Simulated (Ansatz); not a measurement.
# WS$_{2}$: strain energy, fitted

WS$_{2}$, P6_3/mmc, a = 3.154 Å, c = 12.145 Å. Ansatz: PBE+D3(BJ), PAW, 420 eV, Γ-centred 12×12×4 mesh on 6 atoms, Gaussian smearing 0.02 eV; no spin polarisation. Series: equal strain along all axes, cell held, atoms relaxed; x is the strain in per cent. y is the free energy over the unstrained cell, V0 = 17.441 Å³/atom.

```tsv
x (%)	y (meV/atom)
-3.0	?
-2.0	16.57
-1.0	3.97
0.0	0.00
1.0	3.84
2.0	14.79
3.0	32.23
```

Q: Fit y = c2 x² + c3 x³ to the other rows, turn c2 into a modulus, and predict the missing energy.

A: Least squares on the rows shown. y = 3.9174 x² − 0.11187 x³. In eV per unit strain² c2 is 39.17; the stiffness is B for this strain (E = 9/2 B V0 ε², shape held): 2 × 39.17 × 160.2 / (9 × 17.441) = 80 GPa. At x = -3.0 the fit asked for gives 38.28 meV/atom. The run gave 38.70 meV/atom, so the fit is 0.42 meV/atom too low, 1.1 % of the span of the series, against an rms of 0.03 meV/atom on the fitted rows. The row lies outside the fitted range. With a term in x⁴ added, a fit to the same known rows predicts 38.22 meV/atom, no real gain.

Spin–orbit coupling is left out, which can shift energies with elements as heavy as these.